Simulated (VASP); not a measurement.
A run of VASP 6.6.1:

The input INCAR:

```
  ALGO = Fast
  DIPOL = 0.5 0.5 0.500
  EDIFF = 1E-7
  EDIFFG = -0.02
  ENCUT = 520
  GGA = PE
  IBRION = 2
  IDIPOL = 3
  ISIF = 2
  ISMEAR = 1
  IVDW = 12
  KPAR = 2
  LASPH = True
  LCHARG = False
  LDIPOL = True
  LREAL = False
  LWAVE = False
  NELM = 120
  NSW = 90
  PREC = Accurate
  SIGMA = 0.1
```

Contents of KPOINTS:

```
k-points
0
Gamma
  14 14 1
```

POSCAR

```
Pt
1.0
    2.7760588100      0.0000000000      0.0000000000
   -1.3880294100      2.4041373900      0.0000000000
    0.0000000000      0.0000000000     28.4332588800
Pt
3
Selective dynamics
Direct
    0.0000000000      0.0000000000      0.4202824600  F F F
    0.6666670000      0.3333330000      0.5000000000  T T T
    0.3333330000      0.6666670000      0.5797175400  T T T
```

Potentials or basis: VASP PAW PBE potentials, release 64 (Pt).

Command:

```console
$ cat potpaw_PBE.64/Pt/POTCAR > POTCAR
$ mpirun -np 2 vasp_std > vasp.out
```

Hardware: 2 MPI ranks on Intel(R) Xeon(R) Platinum 8488C (Sapphire Rapids), with other jobs on the host.

Question: Estimate the wall time of this run.

Answer: Run time: 4.6 min on 2 MPI ranks on Intel(R) Xeon(R) Platinum 8488C (Sapphire Rapids) (shared host), peak memory 0.39 GiB a rank. Counts: scf iterations 92, k points 24, ion steps 8.
